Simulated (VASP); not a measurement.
# SnSe, self-consistent run: which settings are enough?

SnSe, I4mm (no. 107), 2 atoms in the cell. PBE; PAW potentials Sn_d, Se (PBE set). VASP 6.6.1. The cell is changed on purpose: last atom moved by 0.08 Å along z, cell strained by +1.5% along z.

Wanted: energy within 2 meV/atom.

What the run is for: energy; Accuracy asked: standard.

POSCAR:
```
SnSe
1.0
    0.0000000000      3.0100000000      3.0551500000
    3.0100000000      0.0000000000      3.0551500000
    3.0100000000      3.0100000000      0.0000000000
Sn Se
1 1
Direct
    0.0000000000      0.0000000000      0.0000000000
    0.5132890400      0.5132890400      0.4867109600
```

The series start from Plane-wave cutoff (eV): 310; k-point mesh: 6 × 6 × 6; Precision mode (PREC): Accurate; Electronic threshold (eV): 1e-6; Bands in all (NBANDS): 20; Aspherical gradient terms in the spheres (LASPH): yes; Electronic algorithm: ALGO=Normal; Use of symmetry (ISYM): defaults; Delay and inner steps: defaults. Each series keeps the choices made before it, and each single choice may use up half of a tolerance.

## Plane-wave cutoff (eV)

| Plane-wave cutoff (eV) | Energy less reference (meV/atom) | SCF iterations | Time (s) |
|---|---|---|---|
| 190 | 94.5 | 12 | 7.6 |
| 240 | 1.8 | 12 | 11 |
| 280 | 1.0 | 12 | 12 |
| 310 | 0.8 | 12 | 15 |
| 360 | 0.8 | 12 | 18 |
| 420 | 0.0 | 12 | 21 |
| 500 | 0.1 | 12 | 22 |
| 620 (reference) | 0.0 | 12 | 32 |

Chosen: 280, the loosest value from which every tighter one stays within half of the tolerance.

## k-point mesh

| k-point mesh | Energy less reference (meV/atom) | SCF iterations | Time (s) |
|---|---|---|---|
| 2 × 2 × 2 | 581.3 | 12 | 4.3 |
| 3 × 3 × 3 | -108.8 | 12 | 5.1 |
| 4 × 4 × 4 | -24.6 | 12 | 7.2 |
| 5 × 5 × 5 | -15.8 | 12 | 9.0 |
| 6 × 6 × 6 | -11.1 | 12 | 12 |
| 8 × 8 × 8 | -3.5 | 12 | 22 |
| 10 × 10 × 10 | -0.9 | 12 | 36 |
| 12 × 12 × 12 (reference) | 0.0 | 12 | 55 |

Chosen: 10 × 10 × 10.

## Precision mode (PREC)

| Precision mode (PREC) | Energy less reference (meV/atom) | SCF iterations | Time (s) |
|---|---|---|---|
| SingleN | -11.7 | 12 | 21 |
| Normal | -0.1 | 12 | 19 |
| Single | -0.9 | 12 | 31 |
| Accurate (reference) | 0.0 | 12 | 36 |

Chosen: Normal.

## Electronic threshold (eV)

| Electronic threshold (eV) | Energy less reference (meV/atom) | SCF iterations | Time (s) |
|---|---|---|---|
| 0.001 | 0.0 | 9 | 15 |
| 0.0001 | 0.0 | 10 | 16 |
| 1e-5 | 0.0 | 11 | 18 |
| 1e-6 | 0.0 | 12 | 19 |
| 1e-7 | 0.0 | 14 | 24 |
| 1e-8 (reference) | 0.0 | 15 | 25 |

Chosen: 0.001.

## Bands in all (NBANDS)

| Bands in all (NBANDS) | Energy less reference (meV/atom) | SCF iterations | Time (s) |
|---|---|---|---|
| 11 | 0.0 | 9 | 8.4 |
| 12 | 0.0 | 9 | 9.0 |
| 14 | 0.0 | 9 | 9.9 |
| 16 | 0.0 | 9 | 12 |
| 20 | 0.0 | 9 | 15 |
| 30 (reference) | 0.0 | 9 | 20 |

Chosen: 11.

## Aspherical gradient terms in the spheres (LASPH)

| Aspherical gradient terms in the spheres (LASPH) | Energy less reference (meV/atom) | SCF iterations | Time (s) |
|---|---|---|---|
| no | 0.0 | 9 | 7.9 |
| yes (reference) | 0.0 | 9 | 8.4 |

Chosen: no.

## Electronic algorithm

| Electronic algorithm | Energy less reference (meV/atom) | SCF iterations | Time (s) |
|---|---|---|---|
| ALGO=Normal | 0.0 | 9 | 7.9 |
| ALGO=Fast | -0.1 | 11 | 11 |
| ALGO=VeryFast | 5.5 | 17 | 15 |
| ALGO=All ISEARCH=1 | 0.1 | 11 | 11 |
| ALGO=All ISEARCH=0 | 0.1 | 11 | 10 |
| ALGO=Damped TIME=0.4 | 1.1 | 19 | 12 |
| ALGO=Damped TIME=0.1 | 2.1 | 27 | 15 |

Chosen: ALGO=Normal; no other choice that stays within half of the tolerance saves 30 % of the time.

## Use of symmetry (ISYM)

| Use of symmetry (ISYM) | Energy less reference (meV/atom) | SCF iterations | Time (s) |
|---|---|---|---|
| defaults | 0.0 | 9 | 7.9 |
| ISYM=1 | 0.0 | 9 | 8.0 |
| ISYM=0 | 0.0 | 9 | 37 |
| ISYM=-1 | 0.0 | 9 | 67 |

Chosen: defaults.

## Delay and inner steps

| Delay and inner steps | Energy less reference (meV/atom) | SCF iterations | Time (s) |
|---|---|---|---|
| defaults | 0.0 | 9 | 7.9 |
| NELMDL=-2 | -0.1 | 9 | 8.0 |
| NELMDL=-8 | 0.0 | 12 | 9.5 |
| NELMDL=-12 | 0.0 | 16 | 11 |
| NRMM=2 | 0.1 | 10 | 7.9 |
| NRMM=6 | 0.0 | 9 | 9.0 |
| WEIMIN=0.001 | 0.0 | 9 | 8.5 |

Chosen: defaults.

## All choices together

| Input | Energy less reference (meV/atom) | Time (s) |
|---|---|---|
| the program's defaults (naive) | -24.6 | 2.1 |
| chosen settings | 0.0 | 7.9 |
| reference settings throughout | 0.0 | 346 |

The tolerance is met.

## The input

INCAR:
```
GGA = PE
ISMEAR = 0
SIGMA = 0.03
LWAVE = F
LCHARG = F
ISIF = 2
PREC = Normal
LASPH = F
LREAL = F
ALGO = Normal
EDIFF = 0.001
NELM = 120
GGA_COMPAT = F
ENCUT = 280
EFERMI = MIDGAP
NBANDS = 11
```

KPOINTS:
```
Automatic mesh
0
Gamma
  10 10 10
  0 0 0
```

Commands:
```
cat potpaw_PBE.64/Sn_d/POTCAR potpaw_PBE.64/Se/POTCAR > POTCAR
mpirun -np 1 vasp_std > vasp.out
```

The chosen input took VASP 6.6.1 7.9 s on 1 core (AMD EPYC 9R45 (Zen 5)), a shared host.

## An input that fails: mixing far too strong

VASP's message: ERROR FEXCP: supplied Exchange-correletion table is too small, maximal index : 4273.

Changes against the starting input:
```
- NELM = 120
+ NELM = 53
+ IMIX = 1
+ AMIX = 2.0
+ BMIX = 0.0001
```
